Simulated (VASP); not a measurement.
Write the native input for VASP 6.6.1 that does the following.

| Item | Value |
| --- | --- |
| Task | electric field gradients |
| Functional | PBEsol |
| Potentials or basis | VASP PAW PBE potentials, release 64 (Ca_sv) |
| Cutoff | 520 eV |
| k mesh | 11 × 11 × 6 |
| Occupations | fermi-dirac, width 0.05 eV |
| Spin | no spin polarisation |
| Dipole correction | no |
| Further INCAR settings | ALGO = Fast; EDIFF = 1e-08; NBANDS = 17 |

The structure of Ca lies in POSCAR:

```
Ca
1.0
    1.9712759950     -3.3954901800      0.0000000000
    1.9712759950      3.3954901800      0.0000000000
    0.0000000000      0.0000000000      6.5091117400
Ca
2
Direct
    0.8355866000      0.1644134000      0.2500000000
    0.1644134000      0.8355866000      0.7500000000
```

This isn't the form of Ca at room conditions, which is fcc.

One way to write it, as run:

INCAR

```
  PREC = Accurate
  ENCUT = 520
  EDIFF = 1E-8
  ISMEAR = -1
  SIGMA = 0.05
  LREAL = F
  LASPH = T
  NELM = 100
  ALGO = Fast
  ISIF = 2
  LWAVE = F
  LCHARG = F
  GGA = PS
  LEFG = T
  NBANDS = 17
```

KPOINTS

```
Automatic mesh
0
Gamma
  11 11 6
```

Potentials or basis: VASP PAW PBE potentials, release 64 (Ca_sv).

The run is started by

```sh
$ cat potpaw_PBE.64/Ca_sv/POTCAR > POTCAR
$ mpirun -np 1 vasp_std > vasp.out
```

It gave:

| Quantity | Value |
| --- | --- |
| Pressure | -1.1 GPa |
| Largest force | 0.016 eV/Å |
| Band gap on the k mesh | none (metal or under the smearing width) |

Caveat: the PAW data sets were made with another functional, which shifts forces and pressure a little.

Run time: 3.2 min on 1 thread of Intel(R) Xeon(R) 6975P-C (Granite Rapids), with other jobs on the host, peak memory 0.32 GiB.
